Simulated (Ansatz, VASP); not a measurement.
One calculation of AlN, two programs

```
Al N
1.0
     0.00000   -2.20157   -2.20157
    -2.20157    0.00000   -2.20157
     2.20157    2.20157   -4.40314
Al N
2 2
Direct
  0.99329 0.01544 0.99735
  0.50141 0.47925 0.49735
  0.37647 0.39632 0.88011
  0.88375 0.86390 0.38011
```

Change from the starting cell: mode 4 frozen in at -0.051 Å and mode 10 at -0.045 Å (largest displacements).

Alike in both runs: task single point; functional PBE; k mesh 6 × 6 × 6; occupations gaussian, width 0.05 eV; no spin polarisation.

|  | VASP | Ansatz |
| --- | --- | --- |
| version | VASP 6.6.1 | Ansatz 0.2.0 |
| potentials or method | VASP PAW PBE potentials, release 64 (Al, N) | scalar-relativistic, plane waves, PAW |
| plane-wave cutoff (eV) | 520 | 520 |
| valence electrons in the cell | 16 | 16 |

VASP gave:

- gap on the k mesh at the Fermi level (eV): 3.12
- least direct gap on the mesh (eV): 3.62
- pressure (GPa): 0.2
- largest component of the traceless stress (GPa): 4.11
- rms of the force components (eV/Å): 0.556

**Question.** What did Ansatz give for the same quantities?

**Answer.** gap on the k mesh at the Fermi level (eV): 3.13; least direct gap on the mesh (eV): 3.62; pressure (GPa): 0.5; largest component of the traceless stress (GPa): 4.09; rms of the force components (eV/Å): 0.554.

Atom by atom the forces differ by 0.001 eV/Å (rms over components).

Caveats: forces of over 1 eV/Å show positions far from the minimum, so gaps and moduli don't describe the material at rest. A k mesh can miss the band edges.
